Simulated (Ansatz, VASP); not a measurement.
## Two plane-wave programs on P

```
P
1.0
     1.71329    0.98917    2.91156
    -1.71329    0.98917    2.91156
     0.00000   -1.97834    2.91156
P
2
Direct
  0.23402 0.23402 0.23402
  0.76598 0.76598 0.76598
```

This isn't the form of P at room conditions, which is orthorhombic.

Alike in both runs: task single point; functional PBE; dispersion D3(BJ); k mesh 15 × 15 × 15; occupations gaussian, width 0.1 eV; no spin polarisation.

|  | VASP | Ansatz |
| --- | --- | --- |
| version | VASP 6.6.1 | Ansatz 0.2.0 |
| potentials or method | VASP PAW PBE potentials, release 64 (P) | scalar-relativistic, plane waves, PAW |
| plane-wave cutoff (eV) | 520 | 420 |
| valence electrons in the cell | 10 | 10 |

```csv
,VASP,Ansatz,Ansatz less VASP
gap on the k mesh at the Fermi level (eV),none,none,-
pressure (GPa),-0.3,0.0,+0.31
largest component of the traceless stress (GPa),0.10,0.00,-0.093
rms of the force components (eV/Å),0.027,0.000,-0.0270
dispersion energy (meV/atom),-477.5,-477.6,-0.10
```

Atom by atom the forces differ by 0.027 eV/Å (rms over components). A gap of «none» marks a metal or a gap that the smearing closes. The functional is the same, so the differences come from potentials, cutoffs and numerics.

Caveats: pairwise dispersion overbinds metals, which lowers pressure and volume.
